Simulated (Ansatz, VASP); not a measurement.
# Two plane-wave programs on As

The input INCAR:

```
PREC = Accurate ; ENCUT = 520
EDIFF = 1E-6 ; ISMEAR = 0
SIGMA = 0.1 ; LREAL = F
LASPH = T ; NELM = 100
ALGO = Normal ; ISIF = 2
LWAVE = F ; LCHARG = F
GGA = PE ; NBANDS = 8
```

File KPOINTS:

```
Automatic mesh
0
Gamma
  12 14 12
```

POSCAR

```
As
1.0
    2.8468687296      0.0000000000      0.0000000000
    0.0000000000      2.6846478249      0.0000000000
    0.0000000000      0.0000000000      2.8468687296
As
1
Direct
    0.5000000000      0.5000000000      0.5000000000
```

Input for Ansatz:

```yaml
crystal:
  lattice:
    - [2.8468687296, 0.0, 0.0]
    - [0.0, 2.6846478249, 0.0]
    - [0.0, 0.0, 2.8468687296]
  atoms:
    - { symbol: As, position: [0.5, 0.5, 0.5] }
basis:
  ecutwfc: 420
kpoints:
  mp_grid: { grid: [12, 14, 12] }
hamiltonian:
  xc: pbe
scf:
  occupations: { method: gaussian, width: 0.1 }
output:
  forces: true
  stress: true
  eigenvalues: true
```

Alike in both runs: task single point; functional PBE; k mesh 12 × 14 × 12; occupations gaussian, width 0.1 eV; no spin polarisation.

|  | VASP | Ansatz |
| --- | --- | --- |
| version | VASP 6.6.1 | Ansatz 0.2.0 |
| potentials or method | VASP PAW PBE potentials, release 64 (As) | scalar-relativistic, plane waves, PAW |
| plane-wave cutoff (eV) | 520 | 420 |
| valence electrons in the cell | 5 | 15 |

Ansatz gave:

```
gap on the k mesh at the Fermi level (eV)       : none
pressure (GPa)                                  : -3.9
largest component of the traceless stress (GPa) : 5.33
```

Problem. Which values does VASP return?

Solution. gap on the k mesh at the Fermi level (eV): none; pressure (GPa): -3.8; largest component of the traceless stress (GPa): 5.39.

A gap of «none» marks a metal or a gap that the smearing closes. The two sets of potentials don't hold the same shells in valence.
